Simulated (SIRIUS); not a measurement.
## BaS under changes of volume

One of the cells (32.576 Å³/atom); the others are scaled copies at fixed shape and fractional positions:

```xyz
2
Lattice="0.0000 3.1938 3.1938 3.1938 0.0000 3.1938 3.1938 3.1938 0.0000" Properties=species:S:1:pos:R:3 pbc="T T T"
Ba    0.0000    0.0000    0.0000
S     3.1938    3.1938    3.1938
```

* Program: SIRIUS 7.12.0
* Functional: BLYP
* Potentials or basis: all-electron FP-LAPW
* Cutoff: 170 eV
* Basis: apw+lo standard
* k mesh: 7 × 7 × 7
* Occupations: fermi-dirac, width 0.05 eV
* Spin: no spin polarisation

| volume (Å³/atom) | energy over the lowest point (meV/atom) | gap on the mesh (eV) |
| --- | --- | --- |
| 30.622 | 78.14 | 2.26 |
| 31.273 | 53.89 | 2.30 |
| 31.925 | ? | ? |
| 32.576 | 20.24 | 2.35 |
| 33.228 | 9.88 | 2.38 |
| 33.879 | 3.29 | 2.40 |
| 34.531 | 0.00 | 2.42 |

Task: What does the run at 31.925 Å³/atom give?

Result: Energy over the lowest point 34.77 meV/atom; gap on the mesh 2.33 eV.

Worked out: A Birch-Murnaghan fit of order 3 (a polynomial in V^(-2/3)) to the other rows has its minimum at 34.91 Å³/atom, just outside them, with B0 = V·E''(V) = 37 GPa and B' = 4.7. It gives 34.74 meV/atom at 31.925 Å³/atom, against the run's 34.77. A straight line through the other rows of the gap, of slope 1.32 eV per unit of ln V, gives 2.32 eV, against the run's 2.33.

Energies are extrapolated to zero smearing.

Caveats: spin-orbit coupling is left out, which moves the levels of the heavy elements; an odd mesh through Γ misses points on the zone boundary, where band edges often lie.
